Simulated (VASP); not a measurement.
Ni under changes of volume

One of the cells (10.780 Å³/atom); the others are scaled copies at fixed shape and fractional positions:

```
Ni
1.0
     2.46424    0.00000    0.00000
    -1.23212    2.13409    0.00000
     0.00000    0.00000    4.09978
Ni
2
Direct
  0.66667 0.33333 0.75000
  0.33333 0.66667 0.25000
```

This isn't the form of Ni at room conditions, which is fcc.

- Program: VASP 6.6.1
- Functional: PBE
- Potentials or basis: VASP PAW PBE potentials, release 64 (Ni)
- Cutoff: 520 eV
- k mesh: 12 × 12 × 7
- Occupations: fermi-dirac, width 0.05 eV
- Spin: collinear spin, ferromagnetic start
- Starting moments: [1.0, 1.0] μB

```csv
volume (Å³/atom),energy over the lowest point (meV/atom),pressure (GPa),moment (μB per cell)
9.935,?,?,?
10.146,38.72,17.2,1.22
10.357,19.70,11.9,1.25
10.780,1.02,2.8,1.28
10.992,0.00,-1.0,1.30
11.203,3.78,-4.4,1.31
```

Question: What does the run at 9.935 Å³/atom give?

Answer: Energy over the lowest point 65.25 meV/atom; pressure 23.3 GPa; moment 1.20 μB per cell.

Worked out: A Birch-Murnaghan fit of order 3 (a polynomial in V^(-2/3)) to the other rows has its minimum at 10.93 Å³/atom with B0 = V·E''(V) = 193 GPa and B' = 4.9 at fixed shape and positions, which overstates the stiffness. It gives 65.24 meV/atom at 9.935 Å³/atom, against the run's 65.25, and -dE/dV = 23.2 GPa, against 23.3. A straight line through the other rows of the moment, of slope 0.0836 μB per Å³/atom, extrapolates to 1.21 μB, against the run's 1.20.

Energies are extrapolated to zero smearing.
